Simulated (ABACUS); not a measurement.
CoO: relaxation of the atoms with PBE

CoO:

```
Co O
1.0
     1.50547    0.81756    2.51239
    -1.50547    0.81756    2.51239
     0.00000   -1.84267    2.58632
Co O
1 1
Direct
  0.00000 0.00000 0.00000
  0.50000 0.50000 0.50000
```

The cell is a database's computed one.

The cell isn't the ideal one: cell strained by +0.06 along c.

```json
{
 "Program": "ABACUS 3.10.1",
 "Task": "relaxation of the atoms",
 "Functional": "PBE",
 "Potentials or basis": "PseudoDojo NC SR 0.4.1 PBE standard",
 "Cutoff": "1361 eV",
 "Density cutoff": "5442 eV",
 "Basis": "DZP LCAO (the cutoffs set its grid)",
 "k mesh": "8 × 8 × 8",
 "Occupations": "fermi-dirac, width 0.05 eV",
 "Spin": "collinear spin, ferromagnetic start",
 "Starting moments": "[2.0, 0.0] μB",
 "Radial cutoff of the potentials (pseudo_rcut)": "7 bohr",
 "Orbital files": "Co Co_confined-atom_7au_3s2p2d1f.orb, O O_confined-atom_6au_2s2p1d.orb",
 "Max steps of the relaxation": "60",
 "Force threshold": "0.005 eV/Å",
 "Optimiser": "cg",
 "SCF threshold on the density": "1e-07",
 "Max SCF steps": "100",
 "Eigensolver": "genelpa",
 "Mixing": "broyden",
 "Mixing share": "0.4",
 "Symmetry key": "1"
}
```

| Item | Value |
| --- | --- |
| Pressure after relaxing | -8.9 GPa |
| Band gap on the k mesh | none (metal or under the smearing width) |
| Net moment | 2.99 μB per cell |
| Absolute moment | 3.01 μB per cell |
| Site moments | Co +2.68; O +0.31 μB |
| Mulliken charges | Co +0.50; O -0.50 e |

Stress tensor (GPa, compression positive):
```
-8.83  0.00  0.00
 0.00 -8.71  0.70
 0.00  0.70 -9.29
```

Final structure:
```
Co O
1.0
     1.50547    0.81756    2.51239
    -1.50547    0.81756    2.51239
     0.00000   -1.84267    2.58632
Co O
1 1
Direct
  0.00000 0.00000 0.00000
  0.50000 0.50000 0.50000
```

Levels at points of the mesh, in eV from the Fermi level:
Spin up:
```tsv
k point	band 11	band 12	band 13	band 14	band 15	band 16
(0.00, 0.00, 0.00)	-3.10	-2.98	-2.84	0.78	17.04	17.96
(0.50, 0.00, 0.00)	-1.86	-0.20	-0.06	4.72	9.07	12.16
(0.50, 0.50, 0.00)	-2.66	-2.33	-2.26	5.46	9.74	11.25
(0.00, 0.00, 0.50)	-2.06	-0.29	-0.07	5.10	8.46	13.43
(0.50, 0.00, 0.50)	-2.67	-2.28	-2.16	5.51	9.30	11.50
(0.50, 0.50, 0.50)	-2.01	-0.28	-0.05	5.03	8.57	13.33
```
Spin down:
```csv
k point,band 7,band 8,band 9,band 10,band 11,band 12,band 13,band 14
"(0.00, 0.00, 0.00)",-2.50,-2.20,-1.13,-0.98,-0.94,0.01,0.08,1.38
"(0.50, 0.00, 0.00)",-4.52,-4.39,-0.09,-0.06,0.25,2.50,2.59,4.99
"(0.50, 0.50, 0.00)",-3.95,-3.37,-2.06,0.12,0.15,0.56,0.84,6.23
"(0.00, 0.00, 0.50)",-4.36,-4.06,-0.29,-0.04,0.16,2.36,2.57,5.38
"(0.50, 0.00, 0.50)",-3.71,-3.46,-2.03,0.06,0.16,0.47,0.87,6.28
"(0.50, 0.50, 0.50)",-4.43,-4.09,-0.30,-0.01,0.19,2.37,2.60,5.31
```

Wall time 38 s on 4 MPI ranks on Intel(R) Xeon(R) Platinum 8488C (Sapphire Rapids), on a shared host, peak memory 0.48 GiB a rank.

Caveat: the atomic orbitals were generated for these runs and aren't a published set; Mulliken charges move with the basis; the relaxation stopped at its first step, so nothing moved; the basis of atomic orbitals isn't converged, which shifts pressures, moduli and gaps; a cell with one magnetic atom can't hold antiferromagnetic order, which such compounds often take; semilocal functionals often make such compounds metallic where correlation or magnetic order opens a gap, which also shifts bond lengths.
